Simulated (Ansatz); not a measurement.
MoTe2 as a 2H monolayer, relaxed with r2SCAN: 4 runs in the plane-wave code Ansatz, each a calculation of independent-particle optics. In-plane lattice: a = 3.561 Å, b = 3.561 Å, γ = 120.0°; thickness between the outer nuclei 3.58 Å. Mo is surrounded by 6 Te at 2.73 Å; Te is surrounded by 3 Mo at 2.73 Å. (Simulation; spin polarisation is off.)

```xyz
3
Lattice="3.5614 0.0000 0.0000 -1.7807 3.0842 0.0000 0.0000 0.0000 31.5342" Properties=species:S:1:pos:R:3 pbc="T T F"
Mo    0.0000    2.0562    9.0000
Te    1.7807    1.0281   10.7890
Te    1.7807    1.0281    7.2110
```
Periodic in the plane only; c spans the vacuum.

On meshes this coarse, single peaks can be features of the mesh. No local fields, no excitons; the zone sum runs over the cells of the mesh, and ε∞ includes the bands left out of the spectrum. Up to four peaks are listed, those above 15 % of the tallest and inside the complete range; the four can differ from row to row. Rows marked drawn have settings drawn at random (some not listed).

```tsv
functional	k mesh	broadening (eV)	scissors (eV)	range (eV)	settings	direct gap on the mesh before scissors (eV)	ε∞ xx	ε∞ yy	ε∞ zz	complete up to (eV)	tallest peaks of mean ε₂ (eV)
PBE	6×6×1	0.1	0.00	0–12	chosen	1.04	5.35	5.35	2.99	12.0	1.80 2.90 3.60 4.90
r2SCAN	6×6×1	0.1	0.00	0–12	chosen	1.12	4.94	4.94	2.83	12.0	1.95 3.05 3.90 5.25
PBE	6×6×1	0.1	0.41 (to HSE06)	0–12	chosen	1.04	4.75	4.75	2.84	12.0	2.20 3.30 4.00 5.35
```

Q: Estimate from these rows what the further settings give.
```tsv
functional	k mesh	broadening (eV)	scissors (eV)	range (eV)	settings
r2SCAN	6×6×1	0.03	1.00	0–20	drawn
```

A:
```tsv
functional	k mesh	broadening (eV)	scissors (eV)	range (eV)	settings	direct gap on the mesh before scissors (eV)	ε∞ xx	ε∞ yy	ε∞ zz	complete up to (eV)	tallest peaks of mean ε₂ (eV)
r2SCAN	6×6×1	0.03	1.00	0–20	drawn	1.12	3.91	3.91	2.55	20.0	2.95 4.05 4.20 4.90
```

A sheet's ε refers to the whole height of the cell: ε − 1 falls as one over that height, zz lacks the depolarisation, and means are over the plane.

Spin-orbit coupling is left out, which matters wherever the heavy atoms make up the band edges.
